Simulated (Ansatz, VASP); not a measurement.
Ti: VASP beside Ansatz

INCAR

```
SYSTEM = Ti
PREC = Accurate
ENCUT = 520
EDIFF = 1E-7
ISMEAR = -1
SIGMA = 0.05
LREAL = .False.
LASPH = .True.
NELM = 60
ALGO = Fast
ISIF = 2
LWAVE = .False.
LCHARG = .True.
GGA = PS
LELF = .True.
LVHAR = .True.
NBANDS = 12
```

The input KPOINTS:

```
Automatic mesh
0
Gamma
  18 18 18
  0 0 0
```

POSCAR

```
Ti
1.0
   -1.6258179727      1.6258179727      1.6258179727
    1.6258179727     -1.6258179727      1.6258179727
    1.6258179727      1.6258179727     -1.6258179727
Ti
1
Direct
    0.0000000000      0.0000000000      0.0000000000
```

Input for Ansatz:

```yaml
crystal:
  lattice:
    - [-1.6258179727, 1.6258179727, 1.6258179727]
    - [1.6258179727, -1.6258179727, 1.6258179727]
    - [1.6258179727, 1.6258179727, -1.6258179727]
  atoms:
    - { symbol: Ti, position: [0.0, 0.0, 0.0] }
kpoints:
  mp_grid: { grid: [18, 18, 18] }
  band_path:
    path:
      - [0.0, 0.0, 0.0]
      - [0.5, -0.5, 0.5]
      - [0.0, 0.0, 0.5]
      - [0.0, 0.0, 0.0]
      - [0.25, 0.25, 0.25]
      - [0.5, -0.5, 0.5]
      - [0.25, 0.25, 0.25]
      - [0.0, 0.0, 0.5]
    npoints: 5
scf:
  occupations: { method: fermi_dirac, width: 0.05 }
hamiltonian:
  xc: pbesol
  pseudopotentials: { kind: all_electron, lapw: { basis_error: 0.001 } }
output:
  forces: true
  stress: true
  eigenvalues: true
```

Alike in both runs: task single point; functional PBEsol; k mesh 18 × 18 × 18; occupations fermi-dirac, width 0.05 eV; no spin polarisation.

|  | VASP | Ansatz |
| --- | --- | --- |
| version | VASP 6.6.1 | Ansatz 0.2.0 |
| potentials or method | VASP PAW PBE potentials, release 64 (Ti_sv) | all-electron LAPW, scalar-relativistic |
| plane-wave cutoff (eV) | 520 | see its input |

Ansatz gave:

| Item | Value |
| --- | --- |
| pressure (GPa) | -4.1 |

Q: Which values does VASP return?

A: Pressure (GPa): -4.3.

Ansatz ran all-electron here, so the differences hold the error of VASP's frozen core and of both bases.

Caveats: the PAW data sets were made with another functional, which shifts forces and pressure a little (VASP).
